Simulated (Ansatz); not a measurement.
# Al at 18 GPa (stress–strain coefficients): relaxed-ion elastic tensor

The calculation used Ansatz, DFT PBE+D3(BJ), scalar-relativistic, plane waves, PAW. Cutoff 420 eV, 18×18×6 k-points (Γ-centred), Fermi-Dirac smearing of 0.15 eV. No spin polarisation.

The cell, relaxed at 18 GPa:
```yaml
crystal:
  lattice:
    - [2.67873, 0.00000, 0.00000]
    - [-1.33937, 2.31985, 0.00000]
    - [0.00000, 0.00000, 8.77997]
  atoms:
    - { symbol: Al, position: [0.00000, 0.00000, 0.00000] }
    - { symbol: Al, position: [0.33333, 0.66667, 0.25000] }
    - { symbol: Al, position: [0.00000, 0.00000, 0.50000] }
    - { symbol: Al, position: [0.66667, 0.33333, 0.75000] }
```

In a metal, frequencies and elastic constants depend on the k mesh and the smearing, soft modes and shear constants most. Other phases may be more stable at this pressure.

(1) Give the relaxed-ion elastic constants (GPa, Voigt order xx yy zz yz xz xy, on the axes of the cell above).

(2) Is the crystal stable against homogeneous strain?

(3) And the moduli of a polycrystal (Hill averages)?

## Answers

(1)
```
262.0 120.0  94.1   0.0   0.0   0.0
120.0 262.0  94.1   0.0   0.0   0.0
 94.1  94.1 280.6   0.0   0.0   0.0
  0.0   0.0   0.0  57.2   0.0   0.0
  0.0   0.0   0.0   0.0  57.2   0.0
  0.0   0.0   0.0   0.0   0.0  71.0
```

(2) Yes: the least eigenvalue of the tensor is 57.2 GPa.

(3) B = 158 GPa, G = 69 GPa, E = 181 GPa, ν = 0.31.

This form isn't the element's structure at ambient conditions.

Cost: 1 run of about 3.9 core-minutes, on Intel Xeon Platinum 8259CL (Skylake/Cascade Lake) (shared hosts).